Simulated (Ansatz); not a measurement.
# Computed properties of NbAs

```xyz
4
Lattice="3.4000 0.0000 0.0000 -1.7000 2.9445 0.0000 0.0000 0.0000 8.3619" Properties=species:S:1:pos:R:3 pbc="T T T"
Nb    0.0000    1.9630    0.3063
Nb    1.7000    0.9815    4.4872
As    0.0000    1.9630    2.8378
As    1.7000    0.9815    7.0188
```

Atoms are numbered in the order listed.

The cell was built from the wurtzite type and relaxed in the same program, and has space group P6_3mc; it needn't be a known or the stable phase.

Levels of theory: DFT, PBE, all-electron LAPW, scalar-relativistic (Ansatz 0.2.0); DFT, PBE, PAW with Ansatz's default frozen-core files, scalar-relativistic (Ansatz 0.2.0).

For LAPW: a Γ-centred 9×9×5 k mesh, Fermi–Dirac smearing of 0.08 eV, basis error target 1 meV/atom, no spin polarisation. PAW takes a cutoff of 420 eV at this cell. The Ansatz runs share mesh, smearing and spin set-up. Values come from LAPW unless marked.

- Löwdin charges (with 0.20 e of the cell spilling out of the atomic basis, so their sizes and signs hang on that basis): Nb1 0.15, As3 -0.05 e
- Pressure at this cell: -0.02 GPa
- Volume per atom: 141.2 bohr³

Question: Give the computed value. Band gap.

Answer: None at this level of theory (metallic, semimetallic, or a small gap that the functional closes).

Question: Give the computed value. Density of states at the Fermi level (0.2 eV bin).

Answer: 1.11 states/eV per cell.

Question: Bader charges (from the PAW run): what does the calculation give?

Answer: Nb1 +0.85, As3 -0.85 e.
